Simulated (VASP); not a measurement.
# SiO2 (Quartz): the relaxed cell at several levels of theory, part 3 of 3

How much does the relaxed cell of SiO2 (Quartz) depend on the functional? The starting structure is a measured crystal structure from the Crystallography Open Database. The first relaxation on each setting starts from this cell expanded by 3 % in volume.

VASP 6.6.1.

Results so far: PBEsol 12.93 Å³ an atom; LDA 12.25 Å³ an atom; PBE 13.40 Å³ an atom; PBEsol + D3(BJ) 12.35 Å³ an atom; r2SCAN 12.65 Å³ an atom; r2SCAN + rVV10 12.30 Å³ an atom.

**8. Relaxation with rev-vdW-DF2**

Level of this step: rev-vdW-DF2; plane waves and PAW (Si, O) (VASP).

rev-vdW-DF2 revises the exchange of vdW-DF2 for solids. This run starts from the cell of an earlier relaxation, which isn't shown; the restart sets up the plane waves anew.

File INCAR:

```
SYSTEM = SiO2
PREC = Accurate
ENCUT = 520
EDIFF = 1E-06
NELM = 100
ISMEAR = 0
SIGMA = 0.03
LREAL = .FALSE.
ALGO = Normal
GGA = MK
AGGAC = 0
LUSE_VDW = .TRUE.
PARAM1 = 0.1234
PARAM2 = 0.711357
ZAB_VDW = -1.8867
LASPH = .TRUE.
NBANDS = 33
LORBIT = 11
LWAVE = .FALSE.
LCHARG = .FALSE.
KPAR = 16
IBRION = 2
NSW = 50
ISIF = 3
EDIFFG = -0.006
```

File POSCAR:

```
SiO2
1.0
    4.9141351588      0.0000000000      0.0000000000
   -2.4570675794      4.2557658852      0.0000000000
    0.0000000000      0.0000000000      5.4282418131
Si O
3 6
Direct
    0.5350051663      0.5350051663      0.0000000000
    1.0000000000      0.4649948337      0.3333333333
    0.4649948337      0.0000000000      0.6666666667
    0.1349048359      0.7242498883      0.5543854951
    0.8650951641      0.5893450523      0.1122811715
    0.5893450523      0.8650951641      0.8877188285
    0.7242498883      0.1349048359      0.4456145049
    0.2757501117      0.4106549477      0.2210521618
    0.4106549477      0.2757501117      0.7789478382
```

File KPOINTS:

```
Automatic mesh
0
Gamma
6 6 4
0 0 0
```

Potentials, in the order of the species: Si and O (PBE family, release 64).

Command:

```
> mpirun -np 16 vasp_std
```

The log of the run:

```text
[banner, memory and clock lines left out]
running   16 mpi-ranks, on    1 nodes
[...]
[... a notice as in an earlier step ...]

 [... a notice as in an earlier step ...]

 [... a notice as in an earlier step ...]

 LDA part: xc-table for (Slater+PW92), standard interpolation
 POSCAR, INCAR and KPOINTS ok, starting setup
[...]
entering main loop
       N       E                     dE             d eps       ncg     rms          rms(c)
DAV:   1     0.290200745383E+03    0.29020E+03   -0.25389E+04  1584   0.135E+03
DAV:   2    -0.506366777403E+02   -0.34084E+03   -0.33018E+03  2055   0.306E+02
DAV:   3    -0.692519864453E+02   -0.18615E+02   -0.18538E+02  2007   0.759E+01
DAV:   4    -0.694577011771E+02   -0.20571E+00   -0.20551E+00  1975   0.898E+00
[...]
DAV:  11    -0.599737251704E+02    0.94925E-04   -0.71908E-04  1992   0.159E-01    0.198E-02
DAV:  12    -0.599737268844E+02   -0.17140E-05   -0.16232E-05  1952   0.237E-02    0.813E-03
DAV:  13    -0.599737266283E+02    0.25603E-06   -0.39145E-06  2000   0.110E-02
   1 F= -.59973727E+02 E0= -.59973727E+02  d E =-.599737E+02
[...]
reached required accuracy - stopping structural energy minimisation
```

Elapsed: 65 s, on 16 MPI ranks of Intel Xeon 6975P-C (Granite Rapids), shared host; peak memory 9.9 GiB.

OUTCAR, selected parts (step 8):

```text
  Total        0.0074074      0.0074074     -0.0252387      0.0000000     -0.0000000      0.0000000
  in kB        0.1045429      0.1045429     -0.3562000      0.0000000     -0.0000000      0.0000000
  external PRESSURE =      -0.0490381 kB  Pullay stress =       0.0000000 kB

 POSITION                                       TOTAL-FORCE (eV/Angst)
 -----------------------------------------------------------------------------------
      1.31454      2.27686      0.00000         0.000603      0.001045      0.000000
     -1.14252      1.97891      1.80941         0.000603     -0.001045      0.000000
      2.28505      0.00000      3.61883        -0.001206      0.000000      0.000000
     -1.11659      3.08224      3.00934        -0.001291     -0.002754     -0.003183
      2.80313      2.50811      0.60949         0.003031     -0.000259      0.003183
      0.77052      3.68164      4.81875        -0.001740      0.002495     -0.003183
      3.22759      0.57412      2.41890        -0.001740     -0.002495      0.003183
      0.34607      1.74765      1.19992         0.003031      0.000259     -0.003183
      1.34048      1.17353      4.22832        -0.001291      0.002754      0.003183
 -----------------------------------------------------------------------------------
    total drift:                                0.000018      0.000032      0.000000

  FREE ENERGIE OF THE ION-ELECTRON SYSTEM (eV)
  ---------------------------------------------------
  free  energy   TOTEN  =       -59.9737266283 eV

  energy  without entropy=      -59.9737266283  energy(sigma->0) =      -59.97372663

[... 2 parts as in an earlier step ...]

[... 2 further parts left out ...]
[key lines of the parts left out:]
E-fermi :   1.1258
```

With rev-vdW-DF2 the relaxed cell holds 12.614 Å³ an atom, +0.08 % against the measured cell, with a = 4.914 Å and c = 5.428 Å. That is -2.46 % from PBEsol.

**9. Relaxation with SCAN**

SCAN adds the kinetic-energy density; it is numerically more delicate than r2SCAN. This run starts from the cell of an earlier relaxation, which isn't shown; the restart sets up the plane waves anew.

INCAR: that of step 8 with these lines changed.

```diff
@@ -9,8 +9,3 @@
 ALGO = Normal
-GGA = MK
-AGGAC = 0
-LUSE_VDW = .TRUE.
-PARAM1 = 0.1234
-PARAM2 = 0.711357
-ZAB_VDW = -1.8867
+METAGGA = SCAN
 LASPH = .TRUE.
```

File POSCAR:

```
SiO2
1.0
    4.9157378783      0.0000000000      0.0000000000
   -2.4578689392      4.2571538810      0.0000000000
    0.0000000000      0.0000000000      5.4112658512
Si O
3 6
Direct
    0.5311808949      0.5311808949      0.0000000000
    0.0000000000      0.4688191051      0.3333333333
    0.4688191051      0.0000000000      0.6666666667
    0.1446421353      0.7310061762      0.5484188880
    0.8553578647      0.5863640409      0.1182477786
    0.5863640409      0.8553578647      0.8817522214
    0.7310061762      0.1446421353      0.4515811120
    0.2689938238      0.4136359591      0.2150855547
    0.4136359591      0.2689938238      0.7849144453
```

KPOINTS is that of step 8.

Command:

```
> mpirun -np 16 vasp_std
```

The log of the run:

```text
[... set-up lines as in an earlier step ...]
 entering main loop
       N       E                     dE             d eps       ncg     rms          rms(c)
DAV:   1     0.251309361182E+03    0.25131E+03   -0.25931E+04  1592   0.137E+03
DAV:   2    -0.995457468153E+02   -0.35086E+03   -0.33867E+03  2061   0.317E+02
DAV:   3    -0.118435031110E+03   -0.18889E+02   -0.18800E+02  2000   0.772E+01
DAV:   4    -0.118624299949E+03   -0.18927E+00   -0.18911E+00  1976   0.865E+00
[...]
DAV:  11    -0.947776310612E+02   -0.18596E-03   -0.37927E-04  1902   0.154E-01    0.277E-02
DAV:  12    -0.947776400733E+02   -0.90121E-05   -0.26873E-05  1976   0.359E-02    0.118E-02
DAV:  13    -0.947776405365E+02   -0.46318E-06   -0.10723E-06  1360   0.853E-03
   1 F= -.94777641E+02 E0= -.94777641E+02  d E =-.947776E+02
[...]
reached required accuracy - stopping structural energy minimisation
```

Wall time 19 s (16 MPI ranks); peak memory 4.7 GiB; 5 min of CPU time.

From OUTCAR (step 9):

```text
  Total       -0.0163305     -0.0163305     -0.0007638      0.0000000      0.0000000      0.0000000
  in kB       -0.2310490     -0.2310490     -0.0108058      0.0000000      0.0000000      0.0000000
  external PRESSURE =      -0.1576346 kB  Pullay stress =       0.0000000 kB

 POSITION                                       TOTAL-FORCE (eV/Angst)
 -----------------------------------------------------------------------------------
      1.30557      2.26132      0.00000         0.000209      0.000362      0.000000
     -1.15230      1.99584      1.80376         0.000209     -0.000362      0.000000
      2.30459      0.00000      3.60751        -0.000418     -0.000000      0.000000
     -1.08569      3.11201      2.96764         0.000775     -0.003801     -0.001138
      2.76351      2.49624      0.63987         0.002904     -0.002571      0.001138
      0.78005      3.64139      4.77140        -0.003679      0.001229     -0.001138
      3.23792      0.61576      2.44363        -0.003679     -0.001229      0.001138
      0.30564      1.76091      1.16389         0.002904      0.002571     -0.001138
      1.37217      1.14515      4.24738         0.000775      0.003801      0.001138
 -----------------------------------------------------------------------------------
    total drift:                                0.001179      0.002041     -0.000001

  FREE ENERGIE OF THE ION-ELECTRON SYSTEM (eV)
  ---------------------------------------------------
  free  energy   TOTEN  =       -94.7776405365 eV

  energy  without entropy=      -94.7776405365  energy(sigma->0) =      -94.77764054

[... 2 parts as in an earlier step ...]

[... 2 further parts left out ...]
[key lines of the parts left out:]
E-fermi :   0.7716
```

With SCAN the relaxed cell holds 12.582 Å³ an atom, -0.17 % against the measured cell, with a = 4.916 Å and c = 5.411 Å. That is -2.70 % from PBEsol.

**10. The runs compared**

```tsv
level	volume (Å³/atom)	against the measured cell (%)	a (Å)	c (Å)	pressure left (GPa)	core minutes
PBEsol	12.931	2.6	4.9633	5.4553	0.0	9.6
LDA	12.252	-2.79	4.8683	5.3724	0.02	43.3
PBE	13.403	6.34	5.0259	5.5143	0.02	32.2
PBEsol + D3(BJ)	12.355	-1.97	4.8811	5.3892	0.0	49.2
r2SCAN	12.654	0.4	4.9237	5.4244	0.03	101.0
r2SCAN + rVV10	12.304	-2.38	4.8746	5.3814	-0.01	616.0
rev-vdW-DF2	12.614	0.08	4.9141	5.4282	0.0	402.0
SCAN	12.582	-0.17	4.9157	5.4113	-0.02	95.8
```

Core minutes are wall time times ranks, summed over the relaxations behind a row (those for a bulk modulus apart), on shared hosts.

**11. Outcome**

| Property | Result |
| --- | --- |
| volume, PBEsol | 12.93 Å³/atom |
| volume, LDA | 12.25 Å³/atom |
| volume, PBE | 13.40 Å³/atom |
| volume, PBEsol + D3(BJ) | 12.35 Å³/atom |
| volume, r2SCAN | 12.65 Å³/atom |
| volume, r2SCAN + rVV10 | 12.30 Å³/atom |
| volume, rev-vdW-DF2 | 12.61 Å³/atom |
| volume, SCAN | 12.58 Å³/atom |

**Reading.** Across 8 levels the volume of SiO2 (Quartz) spans 9.4 %, from 12.25 Å³ an atom (LDA) to 13.40 Å³ (PBE). Against the measured volume of the starting structure, rev-vdW-DF2 comes nearest (+0.1 %) and PBE lies farthest (+6.3 %). The measured cell holds zero-point expansion and, unless it was taken cold, thermal expansion, which the runs lack, so small differences decide nothing. Adding D3(BJ) to PBEsol changes the volume by -4.5 %. Adding rVV10 to r2SCAN changes the volume by -2.8 %. LASPH is on in some of these runs and off in others, which adds a little to the differences. All runs keep the symmetry of the start, so they can't find a distortion of lower symmetry. Further runs on this material are not shown.

[Lines on the potential files, build, host, timing and source positions are cut from VASP's logs without a mark.]

[Logs are printed without paths, hosts, clocks, repeated set-up lines and the standing remarks that a program may print on its own settings, such as how far it seeks lower states.]

[Hosts, paths, dates, database ids (printed as entryN), source tags and the programs' standing remarks are cut or masked in the printed files.]
